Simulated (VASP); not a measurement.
Input of a VASP 6.6.1 run:

Contents of INCAR:

```
  ALGO = Normal
  EDIFF = 1E-7
  EDIFFG = -0.01
  ENCUT = 600
  GGA = PS
  IBRION = 2
  ISIF = 4
  ISMEAR = 0
  KPAR = 4
  LASPH = True
  LCHARG = False
  LREAL = False
  LWAVE = False
  NELM = 80
  NSW = 40
  PREC = Accurate
  SIGMA = 0.03
```

The input KPOINTS:

```
k-points
0
Gamma
  4 8 2
```

The input POSCAR:

```
Te2Mo                                   
1.0
    6.2040635360      0.0000000000      0.0730912002
    0.0000000000      3.3868200798      0.0000000000
   -0.7714397959      0.0000000000     13.2451383826
  Te              Mo            
     8     4
Direct
     0.5630004395970936    0.7500000000000000    0.3486818266889556
     0.4369995604029067    0.2500000000000000    0.6513181733110371
     0.5821596981635881    0.2500000000000000    0.1039661886812853
     0.4178403018364119    0.7500000000000000    0.8960338113187151
     0.0897648535136414    0.7500000000000000    0.1514916685711884
     0.9102351464863587    0.2500000000000000    0.8485083314288115
     0.0601386040458924    0.2500000000000000    0.3958256941551847
     0.9398613959541074    0.7500000000000000    0.6041743058448154
     0.3196565962770810    0.7500000000000000    0.5066069880792616
     0.6803434037229192    0.2500000000000000    0.4933930119207379
     0.1818711102641694    0.2500000000000000    0.0071868584055234
     0.8181288897358305    0.7500000000000000    0.9928131415944694
```

Potentials or basis: VASP PAW PBE potentials, release 64 (Te, Mo_sv).

Launch:

```bash
$ cat potpaw_PBE.64/Te/POTCAR potpaw_PBE.64/Mo_sv/POTCAR > POTCAR
$ mpirun -np 4 vasp_std > vasp.out
```

Problem. Estimate the energy gained by relaxing.

Solution. 20.0 meV/atom.

Problem. Estimate the band gap on the k mesh.

Solution. None (metal or under the smearing width).

Final structure:
```
CELL_PARAMETERS angstrom
6.28032 0.00000 0.00471
0.00000 3.42708 0.00000
-0.91869 0.00000 12.93879
ATOMIC_POSITIONS crystal
Te 0.55700 0.75000 0.34219
Te 0.44300 0.25000 0.65781
Te 0.58748 0.25000 0.10776
Te 0.41252 0.75000 0.89224
Te 0.09465 0.75000 0.15836
Te 0.90535 0.25000 0.84164
Te 0.05330 0.25000 0.39176
Te 0.94670 0.75000 0.60824
Mo 0.31945 0.75000 0.50633
Mo 0.68055 0.25000 0.49367
Mo 0.18275 0.25000 0.00796
Mo 0.81725 0.75000 0.99204
```

 The run has no spin-orbit coupling, so splittings on Te are missing.
